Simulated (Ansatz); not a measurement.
## HfS2: a prediction, then the measurements

Theory: Ansatz, DFT r2SCAN, scalar-relativistic, plane waves, PAW.

Plane waves to 500 eV, a k mesh through Γ of 12×12×6 on the computed 3-atom cell and Gaussian smearing (0.02 eV); no spin polarisation.

Relaxed structure, symmetry kept:

```cif
data_structure
_symmetry_space_group_name_H-M 'P-3m1'
_symmetry_Int_Tables_number 164
_cell_length_a 3.6475
_cell_length_b 3.6475
_cell_length_c 6.1346
_cell_angle_alpha 90.000
_cell_angle_beta 90.000
_cell_angle_gamma 120.000
_cell_volume 70.68
loop_
_atom_site_label
_atom_site_type_symbol
_atom_site_symmetry_multiplicity
_atom_site_Wyckoff_symbol
_atom_site_fract_x
_atom_site_fract_y
_atom_site_fract_z
_atom_site_occupancy
Hf1 Hf 1 a 0.00000 0.00000 0.00000 1
S1 S 2 d 0.66667 0.33333 0.76645 1
```

```
Space group                                                                                                                                 : P-3m1 (No. 164)
Volume per atom                                                                                                                             : 23.56 Å³
Formation energy from the elements' standard states (uncorrected)                                                                           : -1.805 eV/atom
Generalised Kohn–Sham band gap                                                                                                              : 1.55 eV, indirect from (-0.146, 0.073, 0.000) to L
Löwdin character of the top 1 eV of the valence band                                                                                        : S 3p 92 %
Löwdin character of the lowest 1 eV of the conduction band                                                                                  : Hf 5d 75 %, S 3p 17 %, unprojected 4 %
Electron masses at the edge by Cartesian direction of the standard setting (m_e; degenerate bands sorted by energy; no spin-orbit coupling) : x: 0.27; y: 1.7; z: 2.0
Hole masses at the edge by Cartesian direction of the standard setting (m_e; degenerate bands sorted by energy; no spin-orbit coupling)     : x: 1.0; y: 11; z: 0.43
Bader charges (e)                                                                                                                           : Hf (1 in the cell) 2.25, S (2 in the cell) -1.13
```

Spin-orbit coupling is left out, which matters for the bands of heavy elements. Each cell of HfS2 holds layers, and where no dispersion correction was added their binding is poorly described.

**Measured values to compare with.**

From “Stress-Tuned Optical Transitions in Layered 1T-MX2 (M=Hf, Zr, Sn; X=S, Se) Crystals”, 2022, pmc:9565717, for a bulk crystal of HfS2: lattice constant a 3.63 Å; lattice constant c 5.86 Å; band gap 1.96 eV (indirect).

A measured lattice constant a of HfS2 is 3.63 Å (quoted in the paper above); the calculated 3.648 Å misses it by +0.5 %. The measured value has few digits, which limits the comparison. Measured lattice constant c of HfS2: 5.86 Å (quoted in the paper above). This calculation gives 6.135 Å (+4.7 %). The calculation is for 0 K without zero-point motion. Measured band gap of HfS2: 1.96 eV (indirect; quoted in the paper above). This calculation gives 1.55 eV (-0.41 eV). Kohn–Sham gaps of semilocal functionals fall short of measured ones as a rule; spin-orbit coupling, left out here, would usually lower the calculated gap of a compound with heavy elements.

Cost: 8 runs of about 11 core-minutes in all, on Arm Neoverse V1 (shared hosts).